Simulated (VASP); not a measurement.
# GaSb (F-43m) in VASP: a series of runs, part 2 of 2

VASP 6.6.1. The steps go on from the part before.

## Step 3: Single point, BLYP+D4

INCAR

```
  AGGAC = 1.0
  AGGAX = 1.0
  ALDAC = 0.0
  ALDAX = 1.0
  ALGO = Normal
  EDIFF = 1E-6
  ENCUT = 520
  GGA = B5
  ISIF = 2
  ISMEAR = -1
  IVDW = 13
  LASPH = T
  LCHARG = T
  LELF = T
  LREAL = F
  LVHAR = T
  LWAVE = F
  NBANDS = 16
  NELM = 100
  PREC = Accurate
  SIGMA = 0.05
  VDW_A1 = 0.44488865
  VDW_A2 = 4.0933009
  VDW_S6 = 1.0
  VDW_S8 = 2.34076671
```

KPOINTS

```
k-points
0
Gamma
  8 8 8
```

POSCAR

```
GaSb
1.0
    0.0000000000      3.0992546163      3.0992546163
    3.0992546163      0.0000000000      3.0992546163
    3.0992546163      3.0992546163      0.0000000000
Sb Ga
1 1
Direct
    0.7500000000      0.7500000000      0.7500000000
    0.0000000000      0.0000000000      0.0000000000
```

Potentials or basis: VASP PAW PBE potentials, release 64 (Sb, Ga_d).

Launch:

```console
$ cat potpaw_PBE.64/Sb/POTCAR potpaw_PBE.64/Ga_d/POTCAR > POTCAR
$ mpirun -np 1 vasp_std > vasp.out
```

OUTCAR:

```text
EDIFF = 1E-6
   ENCUT = 520
   GGA = B5
   ISIF = 2
   ISMEAR = -1
   IVDW = 13
   LASPH = T
   LREAL = F
   NELM = 100
   PREC = Accurate

 ion  position               nearest neighbor table
   1  0.750  0.750  0.750-   2 2.68   2 2.68   2 2.68   2 2.68
   2  0.000  0.000  0.000-   1 2.68   1 2.68   1 2.68   1 2.68

  LATTYP: Found a face centered cubic cell.
 ALAT       =     6.1985092326

  Lattice vectors:

 A1 = (   0.0000000000,   3.0992546163,   3.0992546163)
 A2 = (   3.0992546163,   0.0000000000,   3.0992546163)
 A3 = (   3.0992546163,   3.0992546163,   0.0000000000)

Analysis of symmetry for initial positions (statically):
=====================================================================
 Subroutine PRICEL returns:
 Original cell was already a primitive cell.

 Routine SETGRP: Setting up the symmetry group for a
 face centered cubic supercell.

 Subroutine GETGRP returns: Found 24 space group operations
 (whereof 24 operations were pure point group operations)
 out of a pool of 48 trial point group operations.

The static configuration has the point symmetry T_d .

Analysis of symmetry for dynamics (positions and initial velocities):
[... 160 lines left out ...]

 val. band max:        4.9047399153   @ k =   0.0000   0.0000   0.0000
 cond. band min:       5.2159727598   @ k =   0.5000   0.0000   0.0000
 fundamental gap:      0.3112328445
 Fermi energy:         4.9443052897

 k-point     1 :       0.0000    0.0000    0.0000
  band No.  band energies     occupation
      1     -10.1231      2.00000
      2     -10.1231      2.00000
      3     -10.1231      2.00000
      4     -10.0785      2.00000
      5     -10.0785      2.00000
      6      -6.3192      2.00000
[... 433 lines left out ...]
      3     -10.1086      2.00000
      4     -10.0810      2.00000
      5     -10.0782      2.00000
      6      -4.4814      2.00000
[... 8 lines left out ...]
     15      14.6936      0.00000
     16      15.0389      0.00000

 [... further k-points ...]

------------------------ aborting loop because EDIFF is reached ----------------------------------------

  DFT-D4 for vdW energy calculation

  Edisp (eV):   -1.52184

  FORCE on cell =-STRESS in cart. coord.  units (eV):
  Direction    XX          YY          ZZ          XY          YZ          ZX
  --------------------------------------------------------------------------------------
  -------------------------------------------------------------------------------------
  Total      -0.47104    -0.47104    -0.47104    -0.00000     0.00000     0.00000
  in kB     -12.67565   -12.67565   -12.67565    -0.00000     0.00000     0.00000
  external pressure =      -12.68 kB  Pullay stress =        0.00 kB

 VOLUME and BASIS-vectors are now :
 -----------------------------------------------------------------------------
  energy-cutoff  :      520.00
  volume of cell :       59.54
      direct lattice vectors                 reciprocal lattice vectors
     0.000000000  3.099254616  3.099254616    -0.161329114  0.161329114  0.161329114
     3.099254616  0.000000000  3.099254616     0.161329114 -0.161329114  0.161329114
     3.099254616  3.099254616  0.000000000     0.161329114  0.161329114 -0.161329114

 POSITION                                       TOTAL-FORCE (eV/Angst)
 -----------------------------------------------------------------------------------
      4.64888      4.64888      4.64888         0.000000      0.000000      0.000000
      0.00000      0.00000      0.00000        -0.000000     -0.000000     -0.000000
 -----------------------------------------------------------------------------------
    total drift:                               -0.000000     -0.000000     -0.000000

  FREE ENERGIE OF THE ION-ELECTRON SYSTEM (eV)
  ---------------------------------------------------
  free  energy   TOTEN  =        -7.5952118710 eV

  energy  without entropy=       -7.5947060730  energy(sigma->0) =       -7.59495897
```

OSZICAR:

```text
N       E                     dE             d eps       ncg     rms          rms(c)
DAV:   1     0.863425948427E+02    0.86343E+02   -0.85651E+03   928   0.138E+03
DAV:   2     0.566692571434E+00   -0.85776E+02   -0.82655E+02  1056   0.299E+02
DAV:   3    -0.602724604978E+01   -0.65939E+01   -0.65791E+01  1144   0.665E+01
DAV:   4    -0.615015949512E+01   -0.12291E+00   -0.12290E+00  1128   0.101E+01
DAV:   5    -0.615300216606E+01   -0.28427E-02   -0.28426E-02  1272   0.137E+00    0.296E+00
DAV:   6    -0.609199694015E+01    0.61005E-01   -0.80859E-02  1296   0.412E+00    0.175E+00
DAV:   7    -0.607264631025E+01    0.19351E-01   -0.52312E-02  1040   0.166E+00    0.364E-01
DAV:   8    -0.607307481824E+01   -0.42851E-03   -0.51334E-03  1224   0.770E-01    0.923E-02
DAV:   9    -0.607334542702E+01   -0.27061E-03   -0.51954E-04  1056   0.216E-01    0.294E-02
DAV:  10    -0.607336177339E+01   -0.16346E-04   -0.25472E-05  1208   0.372E-02    0.987E-03
DAV:  11    -0.607337128127E+01   -0.95079E-05   -0.94443E-06  1056   0.267E-02    0.604E-03
DAV:  12    -0.607337146109E+01   -0.17982E-06   -0.31962E-07  1016   0.604E-03
   1 F= -.75952119E+01 E0= -.75949590E+01  d E =-.505798E-03
```

It took 25 s on 1 thread of AMD EPYC 9R45 (Zen 5), shared host; peak memory 0.18 GiB.

Results:

* Free energy: -7.5952 eV
* Pressure: -1.3 GPa
* Band gap on the k mesh: zero (filled and empty bands touch)
* Dispersion energy per atom: -0.761 eV

Caveat: the PAW data sets were made with another functional, which shifts forces and pressure a little; spin-orbit coupling is left out, which moves the levels of the heavy elements; pairwise dispersion overbinds metals, which lowers pressure and volume.

## Step 4: Single point, RPBE

This run uses another cell than the first one, of 30.34 Å³/atom, 1.019 times its volume.

INCAR

```
PREC = Accurate
ENCUT = 520
EDIFF = 1E-6
ISMEAR = -1
SIGMA = 0.05
LREAL = F
LASPH = T
NELM = 60
ALGO = Normal
ISIF = 2
LWAVE = F
LCHARG = T
GGA = RP
LELF = T
LVHAR = T
NBANDS = 16
```

KPOINTS

```
regular mesh
0
Gamma
  8 8 8
```

POSCAR

```
GaSb
1.0
    0.0000000000      3.1189956238      3.1189956238
    3.1189956238      0.0000000000      3.1189956238
    3.1189956238      3.1189956238      0.0000000000
Sb Ga
1 1
Direct
    0.7500000000      0.7500000000      0.7500000000
    0.0000000000      0.0000000000      0.0000000000
```

Launch:

```console
$ cat potpaw_PBE.64/Sb/POTCAR potpaw_PBE.64/Ga_d/POTCAR > POTCAR
$ mpirun -np 1 vasp_std > vasp.out
```

Run time: 17 s. Hardware: 1 thread of AMD EPYC 9R45 (Zen 5), shared host; peak memory 0.18 GiB.

The run converged. Its results:

- Free energy: -6.7029 eV
- Pressure: 1.0 GPa
- Band gap on the k mesh: zero (filled and empty bands touch)

Levels at points of the mesh, in eV from the Fermi level:
| k point | band 5 | band 6 | band 7 | band 8 | band 9 | band 10 | band 11 | band 12 | band 13 | band 14 |
| --- | --- | --- | --- | --- | --- | --- | --- | --- | --- | --- |
| (0.00, 0.00, 0.00) | -14.93 | -11.09 | -0.31 | -0.04 | -0.04 | -0.04 | 2.77 | 2.77 | 2.77 | 5.94 |
| (0.50, 0.00, 0.00) | -14.93 | -9.62 | -6.09 | -1.10 | -1.10 | 0.33 | 3.73 | 3.73 | 6.63 | 9.08 |
| (0.50, 0.50, 0.00) | -14.93 | -8.87 | -6.56 | -2.41 | -2.41 | 1.00 | 1.42 | 8.30 | 8.30 | 9.67 |

Caveat: the PAW data sets were made with another functional, which shifts forces and pressure a little; spin-orbit coupling is left out, which moves the levels of the heavy elements.

## Step 5: Single point, revPBE+D3(BJ)

This run uses another cell than the first one, of 30.34 Å³/atom, 1.019 times its volume.

INCAR

```
SYSTEM = GaSb
ALGO     = Normal         ! electronic algorithm
EDIFF    = 1E-7           ! SCF threshold, eV
ENCUT    = 520            ! plane-wave cutoff, eV
GGA      = RE             ! functional
ISIF     = 2              ! what is computed and relaxed
ISMEAR   = -1             ! smearing method
IVDW     = 12             ! dispersion correction
LASPH    = .True.         ! aspherical terms in the spheres
LCHARG   = .True.         ! write CHGCAR
LELF     = .True.         ! ELF
LREAL    = .False.        ! projectors in reciprocal space
LVHAR    = .True.       
LWAVE    = .False.        ! write WAVECAR
NBANDS   = 16             ! bands
NELM     = 100            ! most SCF steps
PREC     = Accurate       ! precision mode
SIGMA    = 0.05           ! smearing width, eV
```

KPOINTS

```
k-points
0
Gamma
  8 8 8
  0 0 0
```

POSCAR is that of step 4.

Launch:

```console
$ cat potpaw_PBE.64/Sb/POTCAR potpaw_PBE.64/Ga_d/POTCAR > POTCAR
$ mpirun -np 1 vasp_std > vasp.out
```

It took 19 s on 1 thread of AMD EPYC 9R45 (Zen 5), shared host; peak memory 0.19 GiB.

The run converged. Its results:

| Property | Result |
| --- | --- |
| Free energy | -7.9765 eV |
| Pressure | -2.9 GPa |
| Band gap on the k mesh | zero (filled and empty bands touch) |
| Dispersion energy per atom | -0.588 eV |

Levels at points of the mesh, in eV from the Fermi level:
```
           k point  band 5  band 6  band 7  band 8  band 9  band 10  band 11  band 12  band 13  band 14
(0.00, 0.00, 0.00)  -14.93  -11.10   -0.34   -0.04   -0.04    -0.04     2.76     2.76     2.76     5.88
(0.50, 0.00, 0.00)  -14.93   -9.63   -6.10   -1.10   -1.10     0.31     3.72     3.72     6.59     9.05
(0.50, 0.50, 0.00)  -14.93   -8.88   -6.57   -2.41   -2.41     0.98     1.39     8.29     8.29     9.63
```

Caveat: the PAW data sets were made with another functional, which shifts forces and pressure a little; spin-orbit coupling is left out, which moves the levels of the heavy elements; pairwise dispersion overbinds metals, which lowers pressure and volume.

## Step 6: The runs side by side

```csv
level,cell,gap on the mesh (eV),pressure (GPa)
revPBE+D3(BJ),"a = 4.383 Å, angles 60.0°, 2 atoms",none,-2.1
BLYP+D4,"a = 4.383 Å, angles 60.0°, 2 atoms",none,-1.3
RPBE,"a = 4.411 Å, angles 60.0°, 2 atoms",none,1.0
revPBE+D3(BJ),"a = 4.411 Å, angles 60.0°, 2 atoms",none,-2.9
```

Alike in all rows: task single point; potentials or basis VASP PAW PBE potentials, release 64 (Sb, Ga_d); no spin polarisation; k mesh 8 × 8 × 8; cutoff (eV) 520; smearing fermi-dirac 0.05 eV.

Caveats: the PAW data sets were made with another functional, which shifts forces and pressure a little; spin-orbit coupling is left out, which moves the levels of the heavy elements; pairwise dispersion overbinds metals, which lowers pressure and volume (some runs).

Absolute energies hang on the potentials; compare differences alone.

## Step 7: How close it comes

Step 2. Measured gap of GaSb: 0.811 eV (direct; 4.2 K; a printed reference work, data compilation). This calculation gives 0.00 eV (-0.81 eV). Spin-orbit coupling on Ga, Sb is left out. The value is that of revPBE+D3(BJ) on a finite k mesh, which can miss the band edges, without temperature or zero-point motion. Semilocal functionals fall short of measured gaps as a rule.

Step 3. Measured gap of GaSb: 0.811 eV (direct; 4.2 K; a printed reference work, data compilation). This calculation gives 0.00 eV (-0.81 eV). Spin-orbit coupling on Ga, Sb is left out. The value is that of BLYP+D4 on a finite k mesh, which can miss the band edges, without temperature or zero-point motion. Semilocal functionals fall short of measured gaps as a rule.

Step 4. Measured gap of GaSb: 0.811 eV (direct; 4.2 K; a printed reference work, data compilation). This calculation gives 0.00 eV (-0.81 eV). Spin-orbit coupling on Ga, Sb is left out. The value is that of RPBE on a finite k mesh, which can miss the band edges, without temperature or zero-point motion. Semilocal functionals fall short of measured gaps as a rule.

Step 5. Measured gap of GaSb: 0.811 eV (direct; 4.2 K; a printed reference work, data compilation). This calculation gives 0.00 eV (-0.81 eV). Spin-orbit coupling on Ga, Sb is left out. The value is that of revPBE+D3(BJ) on a finite k mesh, which can miss the band edges, without temperature or zero-point motion. Semilocal functionals fall short of measured gaps as a rule.
